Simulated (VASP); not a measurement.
Crystal: KMgF3.

```
CELL_PARAMETERS angstrom
3.98590 0.00000 0.00000
0.00000 3.98590 0.00000
0.00000 0.00000 3.98590
ATOMIC_POSITIONS crystal
K 0.50000 0.50000 0.50000
Mg 0.00000 0.00000 0.00000
F 0.00000 0.00000 0.50000
F 0.00000 0.50000 0.00000
F 0.50000 0.00000 0.00000
```

Base run:

```yaml
Program: VASP 6.6.1
Functional: PBE
Potentials_or_basis: VASP PAW PBE potentials, release 64 (K_sv, Mg, F)
Cutoff: 520 eV
k_mesh: 8 × 8 × 8
Occupations: gaussian, width 0.02 eV
Spin: no spin polarisation
```

Its results: band gap on the k mesh 7.30 eV, indirect (least direct gap 7.63 eV); pressure 3.4 GPa.

Q: The run is repeated on the same cell with these changes: functional from PBE to PBEsol. What comes out?

A: Band gap on the k mesh 7.12 eV, indirect (least direct gap 7.45 eV); pressure -0.1 GPa.

PBEsol binds more tightly than PBE, so the same cell stands under less pressure.

Caveats: the PAW data sets were made with another functional, which shifts forces and pressure a little (some runs).
